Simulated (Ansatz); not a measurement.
# Sb (Antimony): the cost of one run

Method: DFT PBE, scalar-relativistic, plane waves, PAW, in Ansatz 0.2.0.

1 further run of the same task is left out (set aside as unsound or not needed).

### Step 1. Starting point

The structure is cubic, space group Pm-3m (No. 221). Conventional cell: a = 3.110 Å, b = 3.110 Å, c = 3.110 Å, α = 90.00°, β = 90.00°, γ = 90.00°. Sb (site symmetry m-3m) is surrounded by 6 Sb at 3.11 Å.

Structure file:

```cif
data_structure
_symmetry_space_group_name_H-M 'P 1'
_symmetry_Int_Tables_number 1
_cell_length_a 3.1105
_cell_length_b 3.1105
_cell_length_c 3.1105
_cell_angle_alpha 90.000
_cell_angle_beta 90.000
_cell_angle_gamma 90.000
_cell_volume 30.09
loop_
_atom_site_label
_atom_site_type_symbol
_atom_site_fract_x
_atom_site_fract_y
_atom_site_fract_z
_atom_site_occupancy
Sb1 Sb 0.00000 0.00000 0.00000 1
```

This cell was relaxed beforehand with the same method: volume 30.09 Å³/atom, gap on the mesh none (metal).

### Step 2. Electronic structure at the relaxed geometry

Input file input.yaml:

```yaml
crystal:
  lattice:
    - [3.110461199, 0.0, 0.0]
    - [0.0, 3.110461199, 0.0]
    - [0.0, 0.0, 3.110461199]
  atoms:
    - { symbol: Sb, position: [0.0, 0.0, 0.0] }
basis:
  ecutwfc: 420
kpoints:
  mp_grid: { grid: [14, 14, 14] }
  band_path:
    path:
      - [[0.0, 0.0, 0.0], [0.0, 0.5, 0.0], [0.5, 0.5, 0.0], [0.0, 0.0, 0.0], [0.5, 0.5, 0.5], [0.0, 0.5, 0.0]]
      - [[0.5, 0.5, 0.5], [0.5, 0.5, 0.0]]
    npoints: 14
hamiltonian:
  xc: pbe
scf:
  occupations: { method: gaussian, width: 0.1 }
  n_extra_bands: 6
output:
  forces: true
  stress: true
  eigenvalues: true
  populations: true
  dos: { projected: true, de: 0.02, nscf_kmesh: { grid: [21, 21, 21] } }
  bader: true
  write_density: true
  write_potential: true
  elf: true
  volumetric_format: npy
```

Run with:

```sh
> ansatz run input.yaml --threads 1 --pin off --max-ram 2560MiB --backend cpu --events-out ev --progress --plain --runs-dir out
```

Q: Estimate wall time and peak memory on 1 thread of Arm Neoverse V1, shared host.

About 10 s, with a peak of 0.32 GiB.
